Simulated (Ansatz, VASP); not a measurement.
**Two plane-wave programs on PbS**

```
Pb S
1.0
     3.65366    0.00000    0.00000
     0.00000    3.65366    0.00000
     0.00000    0.00000    3.65366
Pb S
1 1
Direct
  0.00000 0.00000 0.00000
  0.50000 0.50000 0.50000
```

Alike in both runs: task single point; functional PBE; k mesh 4 × 4 × 4; occupations gaussian, width 0.1 eV; no spin polarisation.

|  | VASP | Ansatz |
| --- | --- | --- |
| version | VASP 6.6.1 | Ansatz 0.2.0 |
| potentials or method | VASP PAW PBE potentials, release 64 (Pb_d, S) | scalar-relativistic, plane waves, PAW |
| plane-wave cutoff (eV) | 520 | 420 |
| valence electrons in the cell | 20 | 20 |

|  | VASP | Ansatz | Ansatz less VASP |
| --- | --- | --- | --- |
| gap on the k mesh at the Fermi level (eV) | none | none | - |
| pressure (GPa) | -0.6 | -0.6 | +0.06 |

A gap of «none» marks a metal or a gap that the smearing closes. Ansatz warned: «force_scf_threshold_loose».

Caveats: the k mesh is coarse (spacing up to 0.43 Å⁻¹), so the values aren't converged. Spin-orbit coupling is left out, which matters for the levels of Pb.
